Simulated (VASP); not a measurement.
Set up this calculation in VASP 6.6.1, as the native input.

| Property | Result |
| --- | --- |
| Task | single point |
| Functional | PBEsol |
| Potentials or basis | VASP PAW PBE potentials, release 64 (Pb_d, Cs_sv, Cl) |
| Cutoff | 520 eV |
| k mesh | 5 × 5 × 5 |
| Occupations | fermi-dirac, width 0.05 eV |
| Spin | no spin polarisation |
| Dipole correction | no |
| Further INCAR settings | ALGO = Fast; EDIFF = 1e-06; NBANDS = 30 |

The structure of CsPbCl3 lies in POSCAR:

```
CsPbCl3
1.0
    5.6421202871      0.0000000000      0.0000000000
    0.0000000000      5.6421202871      0.0000000000
    0.0000000000      0.0000000000      5.6421202871
Pb Cs Cl
1 1 3
Direct
    0.5000000000      0.5000000000      0.5000000000
    0.0000000000      0.0000000000      0.0000000000
    0.5000000000      0.0000000000      0.5000000000
    0.0000000000      0.5000000000      0.5000000000
    0.5000000000      0.5000000000      0.0000000000
```

The input as run:

INCAR

```
PREC = Accurate ; ENCUT = 520
EDIFF = 1E-6 ; ISMEAR = -1
SIGMA = 0.05 ; LREAL = F
LASPH = T ; NELM = 100
ALGO = Fast ; ISIF = 2
LWAVE = F ; LCHARG = T
GGA = PS ; LELF = T
LVHAR = T ; NBANDS = 30
```

KPOINTS

```
regular mesh
0
Gamma
  5 5 5
```

Potentials or basis: VASP PAW PBE potentials, release 64 (Pb_d, Cs_sv, Cl).

Launch:

```sh
$ cat potpaw_PBE.64/Pb_d/POTCAR potpaw_PBE.64/Cs_sv/POTCAR potpaw_PBE.64/Cl/POTCAR > POTCAR
$ mpirun -np 1 vasp_std > vasp.out
```

It gave:

The pressure is -0.4 GPa and the band gap on the k mesh is 2.90 eV, direct.

Caveat: the PAW data sets were made with another functional, which shifts forces and pressure a little; spin-orbit coupling is left out, which as a rule narrows the gap of such compounds by several tenths of an eV; an odd mesh through Γ misses points on the zone boundary, where band edges often lie.

Run time: 28 s on 1 thread of Intel(R) Xeon(R) 6975P-C (Granite Rapids), on a shared host, peak memory 0.28 GiB.
